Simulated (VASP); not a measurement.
The system is GaAs.

```
CELL_PARAMETERS angstrom
0.00000 2.82685 2.82685
2.82685 0.00000 2.82685
2.82685 2.82685 0.00000
ATOMIC_POSITIONS crystal
As 0.75000 0.75000 0.75000
Ga 0.00000 0.00000 0.00000
```

| Property | Result |
| --- | --- |
| Program | VASP 6.6.1 |
| Task | relaxation of cell and atoms |
| Functional | PBE |
| Potentials or basis | VASP PAW PBE potentials, release 64 (As, Ga) |
| Cutoff | 900 eV |
| k mesh | 8 × 8 × 8 |
| Occupations | fermi-dirac, width 0.05 eV |
| Spin | no spin polarisation |

At the start: pressure 4.0 GPa; volume 22.59 Å³/atom.

Task: Where does the relaxation end?

Result: Over 3 steps the energy falls by 15.7 meV/atom and the volume is 23.91 Å³/atom (+5.8 %); space group F-43m (No. 216, to 0.05 Å).

The path:
```
step  energy change (eV)  largest force (eV/Å)  pressure (GPa)  volume (Å³)
   1              0.0000                0.0000            4.03        45.18
   2             -0.0262                0.0000           -1.37        49.00
   3             -0.0314                0.0000            0.01        47.82
```

Final structure:
```
As Ga
1.0
     0.00000    2.88093    2.88093
     2.88093    0.00000    2.88093
     2.88093    2.88093    0.00000
As Ga
1 1
Direct
  0.75000 0.75000 0.75000
  0.00000 0.00000 0.00000
```
